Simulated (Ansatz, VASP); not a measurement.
# One calculation of BN, two programs

```
CELL_PARAMETERS angstrom
0.00000 -1.81239 -1.81239
-1.81239 0.00000 -1.81239
1.81239 1.81239 -3.62479
ATOMIC_POSITIONS crystal
B 0.96916 0.01621 0.00000
B 0.53084 0.48379 0.50000
N 0.34344 0.39159 0.87500
N 0.90656 0.85841 0.37500
```

Change from the starting cell: mode 4 frozen in at -0.017 Å and mode 5 at +0.068 Å (largest displacements).

Alike in both runs: task single point; functional PBE; k mesh 6 × 6 × 6; occupations gaussian, width 0.05 eV; no spin polarisation.

```csv
,VASP,Ansatz
version,VASP 6.6.1,Ansatz 0.2.0
potentials or method,"VASP PAW PBE potentials, release 64 (B, N)","scalar-relativistic, plane waves, PAW"
plane-wave cutoff (eV),520,520
valence electrons in the cell,16,16
```

VASP gave:

| Property | Result |
| --- | --- |
| gap on the k mesh at the Fermi level (eV) | 4.36 |
| least direct gap on the mesh (eV) | 6.30 |
| pressure (GPa) | 0.1 |
| largest component of the traceless stress (GPa) | 1.12 |
| rms of the force components (eV/Å) | 0.430 |

**Question.** What did Ansatz give for the same quantities?

**Answer.** gap on the k mesh at the Fermi level (eV): 4.37; least direct gap on the mesh (eV): 6.31; pressure (GPa): -0.1; largest component of the traceless stress (GPa): 1.12; rms of the force components (eV/Å): 0.430.

Atom by atom the forces differ by 0.000 eV/Å (rms over components).

Caveats: the k mesh is coarse (spacing up to 0.48 Å⁻¹), so the values aren't converged. A k mesh can miss the band edges.
